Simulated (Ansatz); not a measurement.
## Bi2Se3: changing the functional

Space group R-3m:H (No. 166). a = 4.143 Å, b = 4.143 Å, c = 28.636 Å, α = 90.00°, β = 90.00°, γ = 120.00°
```
atom  site  symmetry       x       y       z
  Bi    6c        3m  0.6667  0.3333  0.9325
  Se    6c        3m  0.0000  0.0000  0.7883
  Se    3a       -3m  0.0000  0.0000  0.0000
```

Kept alike: task band structure; k mesh 8 × 8 × 8; occupations fermi-dirac, width 0.05 eV; no spin polarisation. Program: Ansatz, all-electron LAPW, scalar-relativistic. The mesh is that of the run's cell of 5 atoms. No spin-orbit coupling.

| functional | band gap (eV) | pressure (GPa) |
| --- | --- | --- |
| BLYP | 0.266 | 6.31 |
| RPBE | 0.293 | 4.24 |
| revPBE | 0.272 | 3.78 |

Pressure is positive in compression. Spin-orbit coupling, left out here, moves the band edges of heavy atoms and can close or invert small gaps. Gaps are the smaller of the mesh's and the band path's.

**Question.** What does the functional change here?

**Answer.** The band gap runs from 0.266 (BLYP) to 0.293 eV (RPBE). The pressure runs from 3.78 (revPBE) to 6.31 GPa (BLYP). A positive pressure means that the functional's own cell is larger than the one given, a negative one that it is smaller.
